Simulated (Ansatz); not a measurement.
**In: single point with PBE**

Crystal: In.

```xyz
1
Lattice="-1.6255 1.6255 2.4737 1.6255 -1.6255 2.4737 1.6255 1.6255 -2.4737" Properties=species:S:1:pos:R:3 pbc="T T T"
In    0.0000    0.0000    0.0000
```

| Property | Result |
| --- | --- |
| Program | Ansatz 0.2.0 |
| Task | single point |
| Functional | PBE |
| Potentials or basis | Ansatz PAW |
| Cutoff | 420 eV (not typed: the program's choice for these potentials) |
| k mesh | 11 × 11 × 11 |
| Occupations | gaussian, width 0.026 eV |
| Spin | no spin polarisation |

```yaml
Pressure: 2.0 GPa
Band_gap_on_the_k_mesh: none (metal or under the smearing width)
```

Stress tensor (GPa, compression positive):
```
2.21 0.00 0.00
0.00 2.21 0.00
0.00 0.00 1.60
```

Levels at points of the mesh, in eV from the Fermi level:
```
           k point  band 3  band 4  band 5  band 6  band 7  band 8  band 9  band 10
(0.00, 0.00, 0.00)  -14.65  -14.56  -14.46   -9.59   10.51   10.51   10.68    11.53
```

Wall time 1.3 s on 2 threads of Arm Neoverse V1, on a shared host, peak memory 0.31 GiB.
